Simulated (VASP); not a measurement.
**CdSe: relaxation of cell and atoms with r2SCAN+rVV10**

The system is CdSe.

```
Cd Se
1.0
     0.00000    2.87396    2.87396
     2.87396    0.00000    2.87396
     2.87396    2.87396    0.00000
Cd Se
1 1
Cartesian
  0.0000 0.0000 0.0000
  2.8740 2.8740 2.8740
```

Measurements of this composition are mostly on another form, of space group No. 186.

| Property | Result |
| --- | --- |
| Program | VASP 6.6.1 |
| Task | relaxation of cell and atoms |
| Functional | r2SCAN |
| Dispersion | rVV10 |
| Potentials or basis | VASP PAW PBE potentials, release 64 (Cd, Se) |
| Cutoff | 600 eV |
| k mesh | 12 × 12 × 12 |
| Occupations | gaussian, width 0.1 eV |
| Spin | no spin polarisation |
| Further INCAR settings | ALGO = Normal; EDIFF = 1e-07; IBRION = 2; EDIFFG = -0.005; NSW = 90; ISIF = 3 |

```yaml
Relaxed_volume: 22.77 Å³/atom
Relaxed_cell: a = 4.008 Å, b = 4.008 Å, c = 4.008 Å, α = 60.00°, β = 60.00°, γ = 60.00°
Space_group_after_relaxing_to_0.05_Å: Fm-3m (No. 225)
Energy_gained_by_relaxing: 8.7 meV/atom
Ionic_steps: 3
Pressure_after_relaxing: 0.0 GPa
Band_gap_on_the_k_mesh: none (metal or under the smearing width)
```

Step by step:
| step | energy change (eV) | largest force (eV/Å) | pressure (GPa) | volume (Å³) |
| --- | --- | --- | --- | --- |
| 1 | 0.0000 | 0.0000 | -2.75 | 47.48 |
| 2 | -0.0138 | 0.0000 | 1.40 | 44.73 |
| 3 | -0.0173 | 0.0000 | 0.01 | 45.54 |

Final structure:
```
CELL_PARAMETERS angstrom
0.00000 2.83443 2.83443
2.83443 0.00000 2.83443
2.83443 2.83443 0.00000
ATOMIC_POSITIONS crystal
Cd 0.00000 0.00000 0.00000
Se 0.50000 0.50000 0.50000
```

Levels at points of the mesh, in eV from the Fermi level:
```
           k point  band 7  band 8  band 9  band 10  band 11  band 12
(0.00, 0.00, 0.00)   -0.78   -0.78   -0.78     0.75     9.07     9.07
(0.50, 0.00, 0.00)   -5.27   -0.15   -0.15     3.42     5.68     5.68
(0.50, 0.50, 0.00)   -4.50   -2.33   -2.33    -0.12     5.68    10.71
```

Wall time 8.8 min on 1 thread of AMD EPYC 9R14 (Zen 4), on a shared host, peak memory 0.34 GiB.

Caveat: the PAW data sets were made with another functional, which shifts forces and pressure a little.
